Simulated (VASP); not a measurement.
VBiO4 (Clinobisvanite), 12 atoms in the cell. The structure is monoclinic, space group C2/c (No. 15). The conventional cell has a = 7.247 Å, b = 11.697 Å, c = 5.090 Å, α = 90.00°, β = 134.22°, γ = 90.00°. V (site symmetry 2) has 4 O at 1.69 to 1.77 Å as nearest neighbours. Bi (site symmetry 2) is surrounded by 8 O at 2.35 to 2.63 Å. O (site symmetry 1) is surrounded by 1 V at 1.77 Å. O (site symmetry 1) is surrounded by 1 V at 1.69 Å. 

| Quantity | Value |
| --- | --- |
| Program | VASP 6.6.1 |
| Task | core levels |
| Functional | PBEsol |
| Potentials or basis | VASP PAW PBE potentials, release 64 (V_sv, Bi_d, O) |
| Cutoff | 520 eV |
| k mesh | 5 × 5 × 6 |
| Occupations | fermi-dirac, width 0.02 eV |
| Spin | no spin polarisation |
| Further INCAR settings | ALGO = Normal; EDIFF = 1e-07 |

Potentials or basis: VASP PAW PBE potentials, release 64 (V_sv, Bi_d, O).

Launch:

```bash
$ cat potpaw_PBE.64/V_sv/POTCAR potpaw_PBE.64/Bi_d/POTCAR potpaw_PBE.64/O/POTCAR > POTCAR
$ mpirun -np 1 vasp_std > vasp.out
```

Hardware: 1 thread of Intel(R) Xeon(R) Platinum 8375C CPU @ 2.90GHz (Ice Lake), with other jobs on the host.

**Question.** Estimate the wall time of this run.

**Answer.** Run time: 27 min on 1 thread of Intel(R) Xeon(R) Platinum 8375C CPU @ 2.90GHz (Ice Lake) (shared host), peak memory 0.55 GiB. Counts: scf iterations 21, k points 48.
